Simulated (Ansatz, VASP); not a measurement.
## One calculation of Al, two programs

The input INCAR:

```
  PREC = Accurate
  ENCUT = 520
  EDIFF = 1E-6
  ISMEAR = 0
  SIGMA = 0.15
  LREAL = F
  LASPH = T
  NELM = 60
  ALGO = Fast
  ISIF = 2
  LWAVE = F
  LCHARG = F
  GGA = PE
  NBANDS = 8
```

Contents of KPOINTS:

```
regular mesh
0
Gamma
  22 22 22
```

Contents of POSCAR:

```
Al
1.0
   -1.4641114066      1.4641114066      1.9742078207
    1.4641114066     -1.4641114066      1.9742078207
    1.4641114066      1.4641114066     -1.9742078207
Al
1
Direct
    0.0000000000      0.0000000000      0.0000000000
```

Input for Ansatz:

```yaml
crystal:
  lattice:
    - [-1.4641114066, 1.4641114066, 1.9742078207]
    - [1.4641114066, -1.4641114066, 1.9742078207]
    - [1.4641114066, 1.4641114066, -1.9742078207]
  atoms:
    - { symbol: Al, position: [0.0, 0.0, 0.0] }
basis:
  ecutwfc: 420
kpoints:
  mp_grid: { grid: [22, 22, 22] }
hamiltonian:
  xc: pbe
scf:
  occupations: { method: gaussian, width: 0.15 }
output:
  forces: true
  stress: true
  eigenvalues: true
```

Alike in both runs: task single point; functional PBE; k mesh 22 × 22 × 22; occupations gaussian, width 0.15 eV; no spin polarisation.

```csv
,VASP,Ansatz
version,VASP 6.6.1,Ansatz 0.2.0
potentials or method,"VASP PAW PBE potentials, release 64 (Al)","scalar-relativistic, plane waves, PAW"
plane-wave cutoff (eV),520,420
valence electrons in the cell,3,3
```

```csv
,VASP,Ansatz,Ansatz less VASP
gap on the k mesh at the Fermi level (eV),none,none,-
pressure (GPa),-1.8,-1.8,+0.04
largest component of the traceless stress (GPa),1.62,1.62,0.000
```

A gap of «none» marks a metal or a gap that the smearing closes.
